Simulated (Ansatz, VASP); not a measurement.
## GaP in VASP and in Ansatz

```xyz
2
Lattice="0.0000 2.7258 2.7258 2.7258 0.0000 2.7258 2.7258 2.7258 0.0000" Properties=species:S:1:pos:R:3 pbc="T T T"
Ga    0.0000    0.0000    0.0000
P     4.0887    4.0887    4.0887
```

The cell is a database's computed one.

Alike in both runs: task single point; functional r2SCAN; k mesh 6 × 6 × 6; occupations gaussian, width 0.1 eV; no spin polarisation.

|  | VASP | Ansatz |
| --- | --- | --- |
| version | VASP 6.6.1 | Ansatz 0.2.0 |
| potentials or method | VASP PAW PBE potentials, release 64 (Ga_d, P) | scalar-relativistic, plane waves, PAW |
| plane-wave cutoff (eV) | 520 | 500 |
| valence electrons in the cell | 18 | 18 |

Ansatz gave:

- gap on the k mesh at the Fermi level (eV): 1.91
- least direct gap on the mesh (eV): 2.36
- pressure (GPa): 0.0

**Question.** Which values does VASP return?

**Answer.** gap on the k mesh at the Fermi level (eV): 1.91; least direct gap on the mesh (eV): 2.34; pressure (GPa): 0.0.

With one functional, cell and mesh, what is left measures potentials, basis and numerics.

Caveats: the PAW data sets were made with another functional, which shifts forces and pressure a little (VASP). A k mesh can miss the band edges. r2SCAN opens gaps a little over a GGA but as a rule still falls short of measured ones.
